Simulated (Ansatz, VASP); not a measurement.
# Two plane-wave programs on Ca

```
Ca
1.0
     3.95755    0.00000    0.00000
    -1.97878    3.42734    0.00000
     0.00000    0.00000   12.86942
Ca
4
Direct
  0.00000 0.00000 0.00000
  0.33333 0.66667 0.25000
  0.00000 0.00000 0.50000
  0.66667 0.33333 0.75000
```

Alike in both runs: task single point; functional PBE; k mesh 6 × 6 × 2; occupations gaussian, width 0.1 eV; no spin polarisation.

```csv
,VASP,Ansatz
version,VASP 6.6.1,Ansatz 0.2.0
potentials or method,"VASP PAW PBE potentials, release 64 (Ca_sv)","scalar-relativistic, plane waves, PAW"
plane-wave cutoff (eV),520,420
valence electrons in the cell,40,40
```

```tsv
	VASP	Ansatz	Ansatz less VASP
gap on the k mesh at the Fermi level (eV)	none	none	-
pressure (GPa)	-0.5	-0.5	0.00
largest component of the traceless stress (GPa)	0.34	0.34	-0.001
```

A gap of «none» marks a metal or a gap that the smearing closes. The functional is the same, so the differences come from potentials, cutoffs and numerics.
